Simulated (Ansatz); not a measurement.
# HfO2: how strain makes field gradients

```yaml
crystal:
  lattice:
    - [0.00000, 2.55750, 2.55750]
    - [2.55750, 0.00000, 2.55750]
    - [2.55750, 2.55750, 0.00000]
  atoms:
    - { symbol: Hf, position: [0.00000, 0.00000, 0.00000] }
    - { symbol: O, position: [0.25000, 0.25000, 0.25000] }
    - { symbol: O, position: [0.75000, 0.75000, 0.75000] }
```

Atoms are numbered in the order listed.

The cell is COD entry 9009016, as deposited and not checked against the literature; nothing was relaxed.

Computed with Ansatz 0.2.0, DFT, PBE, all-electron PAW with datasets made for the crystal, scalar-relativistic.

Numerical set-up: a Γ-centred 9×9×9 k mesh, Fermi–Dirac smearing of 0.01 eV, cutoff 440 eV (chosen by the program for this cell), no spin polarisation.

The strain is applied along the Cartesian axes of the cell as listed (the other components stay zero). Fractional coordinates are held (clamped ions).

The columns are Cartesian components of the electric field gradient at the nuclei, in 10²¹ V/m².

Spin–orbit coupling is left out, which moves gradients at and beside heavy atoms by some per cent and at worst by a factor of two.

Only quantities that a quadratic follows smoothly over the whole series are listed; rougher ones are left out.

```csv
εzz,Vzz at Hf1,Vzz at O2
-0.0100,1.20,-0.35
0.0000,0.00,0.00
0.0200,-2.33,0.69
0.0300,-3.46,1.03
```

(1) Fit the series and give the gradient–strain slopes.

(2) One run, at εzz = 0.0100, is withheld. Predict its row.

Results:

(1) Least-squares fits y = p0 + p1 x + p2 x² to the rows give Vzz at Hf1: p1 = -119, p2 = 120; Vzz at O2: p1 = 34.8, p2 = -17. The slopes p1 are in 10²¹ V/m² per unit strain, for clamped ions.

(2) The fits give -1.18, 0.35; the run gave -1.18, 0.35.
